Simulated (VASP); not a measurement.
Here is a VASP 6.6.1 calculation.

INCAR

```
  PREC = Accurate
  ENCUT = 520
  EDIFF = 1E-6
  ISMEAR = -1
  SIGMA = 0.05
  LREAL = F
  LASPH = T
  NELM = 80
  ALGO = Normal
  ISIF = 2
  LWAVE = F
  LCHARG = F
  GGA = PS
  NBANDS = 16
```

Contents of KPOINTS:

```
regular mesh
0
Gamma
  8 8 8
```

File POSCAR:

```
InAs
1.0
    0.0000000000      3.0771914981      3.0771914981
    3.0771914981      0.0000000000      3.0771914981
    3.0771914981      3.0771914981      0.0000000000
In As
1 1
Direct
    0.0000000000      0.0000000000      0.0000000000
    0.7500000000      0.7500000000      0.7500000000
```

Potentials or basis: VASP PAW PBE potentials, release 64 (In_d, As).

Run with:

```sh
$ cat potpaw_PBE.64/In_d/POTCAR potpaw_PBE.64/As/POTCAR > POTCAR
$ mpirun -np 1 vasp_std > vasp.out
```

Problem. What does it give for the pressure?

Solution. -1.6 GPa.

Problem. Estimate the band gap on the k mesh.

Solution. Zero (filled and empty bands touch).

Caveat: the PAW data sets were made with another functional, which shifts forces and pressure a little; spin-orbit coupling is left out, which moves the levels of the heavy elements.

**Measured values to compare with.**

From a printed reference work, data compilation, for a bulk crystal of InAs at 4.2 K: band gap 0.418 eV (direct).

Against the measured gap of InAs, 0.418 eV (direct; 4.2 K; a printed reference work, data compilation), the calculated 0.00 eV is off by -0.42 eV. Spin-orbit coupling on As, In is left out. The value is that of PBEsol on a finite k mesh, which can miss the band edges, without temperature or zero-point motion. Semilocal functionals fall short of measured gaps as a rule.
